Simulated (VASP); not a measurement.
A run of VASP 6.6.1:

Contents of INCAR:

```
PREC = Accurate
ENCUT = 500
EDIFF = 1E-6
ISMEAR = 0
SIGMA = 0.02
LREAL = False
LASPH = True
NELM = 80
ALGO = Normal
ISIF = 2
LWAVE = False
LCHARG = False
GGA = PE
```

File KPOINTS:

```
regular mesh
0
Gamma
  4 4 4
```

The input POSCAR:

```
CdS
1.0
    0.0000000000      2.7532440000      2.7532440000
    2.7532440000      0.0000000000      2.7532440000
    2.7532440000      2.7532440000      0.0000000000
Cd S
1 1
Direct
    0.0000000000      0.0000000000      0.0000000000
    0.5000000000      0.5000000000      0.5000000000
```

Potentials or basis: VASP PAW PBE potentials, release 64 (Cd_GW, S_GW).

Command:

```bash
$ cat potpaw_PBE.64/Cd_GW/POTCAR potpaw_PBE.64/S_GW/POTCAR > POTCAR
$ mpirun -np 1 vasp_std > vasp.out
```

Hardware: 1 thread of Intel(R) Xeon(R) Platinum 8488C (Sapphire Rapids), on a shared host.

Q: How long does it take, and how much memory?

A: Wall time 6.1 s on 1 thread of Intel(R) Xeon(R) Platinum 8488C (Sapphire Rapids), with other jobs on the host, peak memory 0.16 GiB. Counts: scf iterations 13, k points 8.
